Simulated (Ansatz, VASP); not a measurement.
**ZnSe: VASP beside Ansatz**

INCAR

```
PREC = Accurate ; ENCUT = 520
EDIFF = 1E-6 ; ISMEAR = 0
SIGMA = 0.05 ; LREAL = False
LASPH = True ; NELM = 80
ALGO = Fast ; ISIF = 2
LWAVE = False ; LCHARG = True
GGA = PS ; LELF = True
LVHAR = True ; NBANDS = 26
```

File KPOINTS:

```
Automatic mesh
0
Gamma
  8 8 6
```

File POSCAR:

```
ZnSe
1.0
    3.9433939200      0.0000000000      0.0000000000
    0.0000000000      4.2720100800      0.0000000000
    0.0000000000      0.0000000000      6.0703500000
Zn Se
2 2
Direct
    0.0000000000      0.0000000000      0.0000000000
    0.5000000000      0.5000000000      0.0000000000
    0.0000000000      0.5000000000      0.2462800000
    0.5000000000      0.0000000000      0.7537200000
```

Input for Ansatz:

```yaml
crystal:
  lattice:
    - [3.94339392, 0.0, 0.0]
    - [0.0, 4.27201008, 0.0]
    - [0.0, 0.0, 6.07035]
  atoms:
    - { symbol: Zn, position: [0.0, 0.0, 0.0] }
    - { symbol: Zn, position: [0.5, 0.5, 0.0] }
    - { symbol: Se, position: [0.0, 0.5, 0.24628] }
    - { symbol: Se, position: [0.5, 0.0, 0.75372] }
basis:
  ecutwfc: 420
kpoints:
  mp_grid: { grid: [8, 8, 6] }
hamiltonian:
  xc: pbesol
scf:
  occupations: { method: gaussian, width: 0.05 }
output:
  forces: true
  stress: true
  eigenvalues: true
```

Change from the starting cell: strain -0.0400 x Voigt [1, -1, 0, 0, 0, 0], atoms carried along.

Alike in both runs: task single point; functional PBEsol; k mesh 8 × 8 × 6; occupations gaussian, width 0.05 eV; no spin polarisation.

|  | VASP | Ansatz |
| --- | --- | --- |
| version | VASP 6.6.1 | Ansatz 0.2.0 |
| potentials or method | VASP PAW PBE potentials, release 64 (Zn, Se) | scalar-relativistic, plane waves, PAW |
| plane-wave cutoff (eV) | 520 | 420 |
| valence electrons in the cell | 36 | 56 |

Ansatz gave:

```
gap on the k mesh at the Fermi level (eV)       : 1.63
least direct gap on the mesh (eV)               : 1.63
pressure (GPa)                                  : -2.4
largest component of the traceless stress (GPa) : 2.76
rms of the force components (eV/Å)              : 0.156
```

**Question.** Which values does VASP return?

**Answer.** gap on the k mesh at the Fermi level (eV): 1.61; least direct gap on the mesh (eV): 1.61; pressure (GPa): -2.1; largest component of the traceless stress (GPa): 2.80; rms of the force components (eV/Å): 0.140.

Atom by atom the forces differ by 0.019 eV/Å (rms over components). With one functional, cell and mesh, what is left measures potentials, basis and numerics. The two sets of potentials don't hold the same shells in valence.

Caveats: the PAW data sets were made with another functional, which shifts forces and pressure a little (VASP). A k mesh can miss the band edges.
